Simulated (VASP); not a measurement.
Crystal: Cu3Au.

```
Cu Au
1.0
     3.72000    0.00000    0.00000
     0.00000    3.72000    0.00000
     0.00000    0.00000    3.72000
Cu Au
3 1
Cartesian
  0.0000 1.8600 1.8600
  1.8600 0.0000 1.8600
  1.8600 1.8600 0.0000
  0.0000 0.0000 0.0000
```

The cell was built by a generator and needn't be a form met in nature.

* Program: VASP 6.6.1
* Task: relaxation of cell and atoms
* Functional: PBE
* Potentials or basis: VASP PAW PBE potentials, release 64 (Cu, Au)
* Cutoff: 600 eV
* k mesh: 12 × 12 × 12
* Occupations: methfessel-paxton, width 0.1 eV
* Spin: no spin polarisation

At the start: pressure 8.2 GPa; volume 12.87 Å³/atom.

**Question.** How do energy, volume and symmetry change on relaxing?

**Answer.** Over 7 steps the energy falls by 15.9 meV/atom and the volume is 13.54 Å³/atom (+5.2 %); space group Pm-3m (No. 221, to 0.05 Å).

The path:
```
step  energy change (eV)  largest force (eV/Å)  pressure (GPa)  volume (Å³)
   1              0.0000                0.0000            8.18        51.48
   2             -0.0214                0.0000           -5.48        56.53
   3             -0.0636                0.0000            0.24        54.15
   4             -0.0635                0.0000           -0.22        54.24
   5             -0.0635                0.0000            0.11        54.11
   6             -0.0636                0.0000            0.07        54.14
   7             -0.0635                0.0000            0.01        54.16
```

Final structure:
```
Cu Au
1.0
     3.78352    0.00000    0.00000
     0.00000    3.78352    0.00000
     0.00000    0.00000    3.78352
Cu Au
3 1
Direct
  0.00000 0.50000 0.50000
  0.50000 0.00000 0.50000
  0.50000 0.50000 0.00000
  0.00000 0.00000 0.00000
```
